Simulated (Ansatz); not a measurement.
# MgS (rocksalt) under strain

MgS in the rocksalt structure, relaxed with r2SCAN in the PAW code Ansatz. Space group Fm-3m (No. 225), cubic; a = 5.203 Å in the conventional setting, 17.61 Å³ an atom. Around Mg lie 6 S at 2.60 Å; around S lie 6 Mg at 2.60 Å.

The axes x, y and z are those of this cell:
```xyz
2
Lattice="0.0000 2.6015 2.6015 2.6015 0.0000 2.6015 2.6015 2.6015 0.0000" Properties=species:S:1:pos:R:3 pbc="T T T"
Mg    0.0000    0.0000    0.0000
S     2.6015    2.6015    2.6015
```

Unstrained: PBE gives an indirect gap of 2.790 eV, from Γ to X; the least direct gap is 3.723 eV at Γ. r2SCAN gives an indirect gap of 3.463 eV, from Γ to X; the least direct gap is 4.642 eV at Γ. The HSE06 gap is indirect, 3.804 eV (Γ to X), below the direct gap of 4.827 eV at Γ. Meshes: PBE 8×8×8, r2SCAN 8×8×8, HSE06 6×6×6. Strains are changes of length per length. After each strain the atoms were relaxed again with r2SCAN within the symmetry that the strain leaves, so tilts or polar shifts that break it weren't tested; points keep the names that they have in the unstrained zone. The values are computed, spin-unpolarised, and not measurements.

Changes of the least gap in eV (an overlap counts as a negative gap):

| strain | volume change (%) | space group | PBE | r2SCAN | HSE06 | G0W0@PBE (mesh) | energy rise, r2SCAN (meV/atom) |
| --- | --- | --- | --- | --- | --- | --- | --- |
| isotropic -5.0 % on every length | -14.3 | Fm-3m | +0.308 | +0.306 | +0.353 | +0.37 | 115.3 |
| epitaxial +5.0 % in the xy plane, free normal strain -2.62 % | +7.4 | I4/mmm | -0.416 | -0.432 | -0.459 | -0.47 | 38.1 |
| epitaxial +3.0 % in the xy plane, free normal strain -1.62 % | +4.4 | I4/mmm | -0.278 | -0.288 | -0.306 | -0.31 | 14.9 |
| epitaxial +0.5 % in the plane normal to [111], free normal strain -0.25 % | +0.7 | R-3m | -0.061 | -0.064 | -0.066 | -0.07 | 0.5 |
| isotropic +5.0 % on every length | +15.8 | Fm-3m | -0.325 | -0.327 | -0.371 | -0.43 | 85.0 |

Unstrained, G0W0@PBE with 146 empty bands, a screening cutoff of 150 eV and a 6×6×6 mesh gives 4.20 eV on its mesh; the band count follows the volume. G0W0 values are finite-basis, finite-mesh values.

Isotropic -5.0 % on every length. HSE06: the gap goes from 3.804 to 4.157 eV (+0.353 eV). Stress change with r2SCAN, compression positive: xx +16.74, yy +16.74, zz +16.74 GPa. For HSE06, dE_g/d ln V = -2.3 eV over this step.

Epitaxial +5.0 % in the xy plane, free normal strain -2.62 %. HSE06: the gap goes from 3.804 to 3.345 eV (-0.459 eV); the X points, equivalent before, split by 329 meV, and the conduction bottom lies at those like (1/2, 1/2, 0); with r2SCAN the top three valence levels at Γ, degenerate before, become 2+1 from the top over 370 meV. Stress change with r2SCAN, compression positive: xx -6.14, yy -6.14, zz -0.03 GPa.

Epitaxial +3.0 % in the xy plane, free normal strain -1.62 %. HSE06: the gap goes from 3.804 to 3.498 eV (-0.306 eV); the X points, equivalent before, split by 222 meV, and the conduction bottom lies at those like (1/2, 1/2, 0); with r2SCAN the top three valence levels at Γ, degenerate before, become 2+1 from the top over 217 meV. Stress change with r2SCAN, compression positive: xx -4.20, yy -4.20, zz -0.04 GPa.

Epitaxial +0.5 % in the plane normal to [111], free normal strain -0.25 %. HSE06: the gap goes from 3.804 to 3.738 eV (-0.066 eV); with r2SCAN the top three valence levels at Γ, degenerate before, become 1+2 from the top over 70 meV. Stress change with r2SCAN, compression positive: xx -0.59, yy -0.59, zz -0.59, xy +0.30, xz +0.30, yz +0.30 GPa.

Isotropic +5.0 % on every length. HSE06: the gap goes from 3.804 to 3.433 eV (-0.371 eV). Stress change with r2SCAN, compression positive: xx -8.69, yy -8.69, zz -8.69 GPa. For HSE06, dE_g/d ln V = -2.5 eV over this step.

The meshes of the hybrids are coarse, so their gaps aren't converged to the digits shown.

The splittings at Γ are without spin-orbit coupling, which regroups them where it is of like size or larger.
